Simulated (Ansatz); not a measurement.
**TiO: how the energy converges with the cutoff**

TiO, P6_3/mmc, a = 2.852 Å, c = 5.568 Å. This isn't the usual stable structure of the compound. Ansatz: r2SCAN, PAW, cutoff varied, Γ-centred 18×18×8 mesh on 4 atoms, Gaussian smearing 0.10 eV; no spin polarisation. Single points at one geometry, the cutoff alone changed; ΔE is the energy at zero smearing over the run at 850 eV. The runs up to 460 eV lie under the cutoff recommended for these PAW datasets.

| cutoff (eV) | ΔE (meV/atom) |
| --- | --- |
| 150 | 20526.82 |
| 200 | 5491.17 |
| 250 | 1402.05 |
| 300 | 279.00 |
| 350 | 45.91 |
| 380 | 16.80 |
| 460 | 5.03 |
| 500 | 3.94 |
| 520 | 3.36 |
| 600 | 1.48 |
| 700 | ? |

Q: Assume ΔE falls exponentially with the cutoff, fit y = ln ΔE against x, the cutoff in eV, to the other rows, and predict the missing value.

A: y = 9.929, 8.611, 7.246, 5.631, 3.827, 2.821, 1.615, 1.371, 1.212, 0.392. Means x = 371.0, y = 4.2655; Σ(Δx)² = 197490, ΣΔxΔy = -4407; the slope is their ratio. y = 12.55 − 0.02232 x, a factor of ten per 103 eV. At 700 eV this gives ΔE = 0.05 meV/atom. The run gave 0.63, a ratio of 0.08. Between neighbouring rows the decay runs from a factor of ten per 64 eV to one per 377 eV, so one exponential is only a rough guide.

1 further run of this set didn't finish or converge.